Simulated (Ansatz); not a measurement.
**SnO2 in Ansatz: the effect of functional**

Crystal: SnO2.

```xyz
3
Lattice="0.0000 2.5912 2.5912 2.5912 0.0000 2.5912 2.5912 2.5912 0.0000" Properties=species:S:1:pos:R:3 pbc="T T T"
Sn    0.0000    0.0000    0.0000
O     3.8868    3.8868    3.8868
O     1.2956    1.2956    1.2956
```

Measurements of this composition are mostly on another form, of space group No. 136.

The cell isn't the ideal one: volume scaled by 1.02.

Alike in all runs:

| Item | Value |
| --- | --- |
| Program | Ansatz 0.2.0 |
| Task | single point |
| Potentials or basis | Ansatz PAW |
| k mesh | 9 × 9 × 9 |
| Occupations | fermi-dirac, width 0.05 eV |
| Spin | no spin polarisation |

```tsv
functional	cutoff	gap on the mesh (eV)	pressure (GPa)
LDA	420 eV (not typed: the program's choice for these potentials)	none	-15.3
PBEsol	420 eV (not typed: the program's choice for these potentials)	none	-10.3
r2SCAN	500 eV (not typed: the program's choice for these potentials)	?	?
```

Q: What does the run with functional r2SCAN give?

A: gap on the mesh 0.23 eV; pressure -13.0 GPa.

Caveats: the PAW data sets come from PBE, with cores solved anew for the run's functional, which leaves a small shift of forces and pressure; odd divisions of the mesh miss points on the zone boundary, where band edges often lie, so the gap on the mesh can be too wide (some runs); spin-orbit coupling is left out, which moves the levels of the heavy elements (some runs).

A k mesh can miss the band edges.

A gap of «none» marks a metal or a gap under the smearing width.
